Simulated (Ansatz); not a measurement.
Wanted: the native input for an Ansatz 0.2.0 run.

| Item | Value |
| --- | --- |
| Task | band structure |
| Functional | r2SCAN |
| Potentials or basis | Ansatz PAW |
| Cutoff | 500 eV (not typed: the program's choice for these potentials) |
| k mesh | 11 × 11 × 11 |
| Occupations | fermi-dirac, width 0.05 eV |
| Spin | no spin polarisation |
| Path | [["G", "H", "N", "G", "P", "H"], ["P", "N"]] |
| Points for each segment of the path | 14 |

The system is Nb.

```
Nb
1.0
    -1.66395    1.66395    1.66395
     1.66395   -1.66395    1.66395
     1.66395    1.66395   -1.66395
Nb
1
Direct
  0.00000 0.00000 0.00000
```

One way to write it, as run:

input.yaml

```yaml
crystal:
  lattice:
    - [-1.66395, 1.66395, 1.66395]
    - [1.66395, -1.66395, 1.66395]
    - [1.66395, 1.66395, -1.66395]
  atoms:
    - { symbol: Nb, position: [0.0, 0.0, 0.0] }
hamiltonian:
  xc: r2scan
  pseudopotentials: { kind: paw }
kpoints:
  mp_grid: { grid: [11, 11, 11] }
  band_path:
    path:
      - [[0.0, 0.0, 0.0], [0.5, -0.5, 0.5], [0.0, 0.0, 0.5], [0.0, 0.0, 0.0], [0.25, 0.25, 0.25], [0.5, -0.5, 0.5]]
      - [[0.25, 0.25, 0.25], [0.0, 0.0, 0.5]]
    npoints: 14
scf:
  occupations: { method: fermi_dirac, width: 0.05 }
  n_extra_bands: 6
output:
  forces: true
  stress: true
  eigenvalues: true
  fatbands: true
```

Potentials or basis: Ansatz PAW.

Command:

```bash
$ ansatz run input.yaml --threads 2 --pin off --max-ram 5632MiB --backend cpu --events-out ev --progress --plain --runs-dir out
```

It gave:

- Pressure: -3.2 GPa
- Band gap on the k mesh: none (metal or under the smearing width)

Caveat: the PAW data sets come from PBE, with cores solved anew for the run's functional, which leaves a small shift of forces and pressure.

Run time: 2.8 s on 2 threads of Intel(R) Xeon(R) Processor @ 2.70GHz, with other jobs on the host, peak memory 0.36 GiB.
